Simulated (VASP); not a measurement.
Runs of VASP 6.6.1 on FeO. The structure is trigonal, space group R-3m (No. 166). The conventional cell has a = 3.035 Å, b = 3.035 Å, c = 7.547 Å, α = 90.00°, β = 90.00°, γ = 120.00°. Fe (site symmetry -3m) has 6 O at 2.16 Å as nearest neighbours. Around O (site symmetry -3m) lie 6 Fe at 2.16 Å. 

```csv
spin,U,fixed moment (μB),gap on the mesh (eV),pressure (GPa),moment (μB)
"collinear, ferromagnetic start",Fe d U = 2 eV,4,-,-6.3,4.00
"collinear, ferromagnetic start",Fe d U = 8 eV,-,2.67,1.4,4.00
"collinear, ferromagnetic start",Fe d U = 2 eV,-,none,-6.2,4.00
"collinear, zero start",Fe d U = 8 eV,-,(a),-16.8,0.00
"collinear, random start",Fe d U = 8 eV,-,2.67,1.4,4.00
"collinear, random start",Fe d U = 2 eV,-,none,-6.2,4.00
```

Alike in all rows: task single point; level r2SCAN+U; potentials or basis VASP PAW PBE potentials, release 64 (Fe, O); cell as given; k mesh 8 × 8 × 8; cutoff (eV) 520; smearing gaussian 0.05 eV.

Question: Estimate the missing entries.

Answer: (a) 4.73.

Caveats: the PAW data sets were made with another functional, which shifts forces and pressure a little; a cell with one magnetic atom can't hold antiferromagnetic order, which such compounds often take (some runs); the total moment is fixed, so each spin has its own Fermi level (some runs).

A k mesh can miss the band edges.

A gap of «none» marks a metal or a gap under the smearing width.
